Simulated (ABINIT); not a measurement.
Here is an ABINIT 10.8.3 (patched build) calculation.

Contents of run.py:

```python
import json, os
import numpy as np
from ase.constraints import FixSymmetry
from ase.optimize import BFGS
from ase.filters import FrechetCellFilter
from ase.units import GPa
from ase.calculators.mixing import SumCalculator
from dftd3.ase import DFTD3
from ase.calculators.abinit import Abinit, AbinitProfile
from ase import Atoms

atoms = Atoms(['Ti', 'Al', 'Al', 'Al'],
              cell=[[-1.9111067713, 1.9111067713, 4.2806687947], [1.9111067713, -1.9111067713, 4.2806687947], [1.9111067713, 1.9111067713, -4.2806687947]],
              scaled_positions=[[0.0, 0.0, 0.0], [0.25, 0.75, 0.5], [0.75, 0.25, 0.5], [0.5, 0.5, 0.0]],
              pbc=True)

profile = AbinitProfile(command='abinit', pp_paths=[os.path.abspath('pseudos')])
params = dict(
    pps='pawxml', xc='PBE',
    chksymtnons=0,
    tolsym=1e-05,
    ecut=408.1708,
    pawecutdg=816.3416,
    pawxcdev=0,
    kptopt=1,
    ngkpt=[6, 6, 6],
    nshiftk=1,
    shiftk=[0.0, 0.0, 0.0],
    ixc=11,
    nband=15,
    occopt=3,
    tsmear=0.05,
    nstep=100,
    tolvrs=1e-09,
    prtwf=0,
    prtden=0,
    ecutsm=0.5,
)

atoms.calc = SumCalculator([Abinit(profile=profile, directory='run', **params), DFTD3(method='pbe', damping='d3bj')])
atoms.set_constraint(FixSymmetry(atoms, symprec=1e-4))
opt = BFGS(FrechetCellFilter(atoms), trajectory='opt.traj')
converged = opt.run(fmax=0.02, steps=30)
print('converged', converged)
print('cell (A)', np.round(atoms.cell[:], 5).tolist())
energy = atoms.get_potential_energy()
forces = atoms.get_forces()
stress = atoms.get_stress()
print(f'energy {energy:.6f} eV')
print('forces (eV/A)')
print(np.round(forces, 5))
print('stress (GPa, Voigt, tension positive)', np.round(stress / GPa, 4))
json.dump(dict(energy=energy, forces=forces.tolist(), stress=stress.tolist(), cell=atoms.cell.tolist(), frac=atoms.get_scaled_positions(wrap=False).tolist()), open('results.json', 'w'))
```

Potentials or basis: JTH PAW PBE v2.0.

The run is started by

```console
$ python run.py
```

(1) Estimate the band gap on the k mesh.

(2) Predict the dispersion energy per atom.

(3) What does it give for the relaxed cell?

## Answers

(1) none (metal or under the smearing width).

(2) -0.434 eV.

(3) a = 5.027 Å, b = 5.027 Å, c = 5.027 Å, α = 135.65°, β = 135.65°, γ = 64.51°.

Caveat: the k mesh is coarse (spacing up to 0.39 Å⁻¹), so the values aren't converged; the log and the count of SCF iterations are those of the last ABINIT call alone; pairwise dispersion overbinds metals, which lowers pressure and volume.
